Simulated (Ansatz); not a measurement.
A run of Ansatz 0.2.0 is set up as follows.

File input.yaml:

```yaml
crystal:
  lattice:
    - [2.4719999032, 0.0, 0.0]
    - [-1.2359999516, 2.1408147143, 0.0]
    - [0.0, 0.0, 4.02114408]
  atoms:
    - { symbol: Co, position: [0.6666666667, 0.3333333333, 0.75], spin: 0.5 }
    - { symbol: Co, position: [0.3333333333, 0.6666666667, 0.25], spin: 0.5 }
kpoints:
  mp_grid: { grid: [12, 12, 7] }
scf:
  occupations: { method: fermi_dirac, width: 0.05 }
hamiltonian:
  xc: pbe
  pseudopotentials: { kind: all_electron, lapw: { basis_error: 0.001 } }
magnetization:
  spin_polarized: true
  initial_magnetization: 1.0
  spin_locking: { lock_magnetization: hard }
output:
  forces: true
  stress: true
  eigenvalues: true
```

Potentials or basis: all-electron LAPW, scalar-relativistic.

Command:

```sh
$ ansatz run input.yaml --threads 2 --pin off --max-ram 6144MiB --backend cpu --events-out ev --progress --plain --runs-dir out
```

Predict the pressure.

-6.0 GPa.

Stress tensor (GPa, compression positive):
```
-5.18  0.00  0.00
 0.00 -5.18  0.00
 0.00  0.00 -7.61
```

Caveat: the total moment is fixed, so each spin has its own Fermi level.
